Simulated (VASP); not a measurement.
# ZnS: convergence, self-consistent run

ZnS, F-43m (no. 216), 2 atoms in the cell. RevPBE; PAW potentials Zn, S (PBE set). VASP 6.6.1.

Wanted: energy within 0.2 meV/atom; levels at the zone centre within 0.003 eV.

What the run is for: comparing ways to start; Accuracy asked: tight.

Levels at the zone centre: counted from the valence top at that point.

POSCAR:
```
ZnS
1.0
    0.0000000000      2.7020000000      2.7020000000
    2.7020000000      0.0000000000      2.7020000000
    2.7020000000      2.7020000000      0.0000000000
Zn S
1 1
Direct
    0.7500000000      0.7500000000      0.7500000000
    0.0000000000      0.0000000000      0.0000000000
```

## How the run starts (with a second run first, the time holds both)

| How the run starts (with a second run first, the time holds both) | Energy less reference (meV/atom) | Levels at the zone centre, largest deviation (eV) | Time (s) |
|---|---|---|---|
| from scratch: 13 SCF iterations | 0.00 | 0.0000 | 11 |
| density of a coarse mesh (ICHARG 1): 13 + 10 SCF iterations | 0.00 | 0.0004 | 14 |
| orbitals of a lower cutoff (ISTART 1): 13 + 5 SCF iterations | 0.00 | 0.0001 | 13 |
| orbitals of a loose run: 9 + 4 SCF iterations | 0.00 | 0.0003 | 9.2 |

Chosen: orbitals of a loose run: 9 + 4 SCF iterations; it saves 2.0 s of 11, so from scratch: 13 SCF iterations would do nearly as well.

## All choices together

| Input | Energy less reference (meV/atom) | Levels at the zone centre, largest deviation (eV) | Time (s) |
|---|---|---|---|
| chosen settings | 0.00 | 0.0003 | 9.2 |
| reference settings throughout | 0.00 | 0.0000 | 11 |

The tolerance is met.

Values of the reference run: Levels at the zone centre: 0, 0, 2.235 eV from the valence top at Gamma.

## The input

INCAR.step1:
```
  GGA = RE
  ISMEAR = 0
  SIGMA = 0.03
  LWAVE = T
  LCHARG = T
  ISIF = 2
  PREC = Normal
  LASPH = T
  LREAL = F
  ALGO = Normal
  EDIFF = 0.001
  NELM = 120
  GGA_COMPAT = F
  ENCUT = 400
  EFERMI = MIDGAP
```

INCAR.step2, as INCAR.step1 but for:
```
- LWAVE = T
- LCHARG = T
- PREC = Normal
- EDIFF = 0.001
+ LWAVE = F
+ LCHARG = F
+ PREC = Accurate
+ EDIFF = 1E-6
+ ISTART = 1
```

KPOINTS:
```
k-points
0
Gamma
  8 8 8
```

Commands (each step's output is kept before the next begins):
```
cat potpaw_PBE.64/Zn/POTCAR potpaw_PBE.64/S/POTCAR > POTCAR
cp INCAR.step1 INCAR
mpirun -np 1 vasp_std > vasp.out
cp INCAR.step2 INCAR
mpirun -np 1 vasp_std > vasp.out
```

The chosen input took VASP 6.6.1 9.2 s on 1 core (AMD EPYC 7R13 (Zen 3)), a shared host.

## An input that fails: restart asked without its files

VASP's message: ERROR: charge density could not be read from file CHGCAR for ICHARG>10.

Changes against the starting input:
```
- NELM = 120
+ NELM = 60
+ ICHARG = 11
```
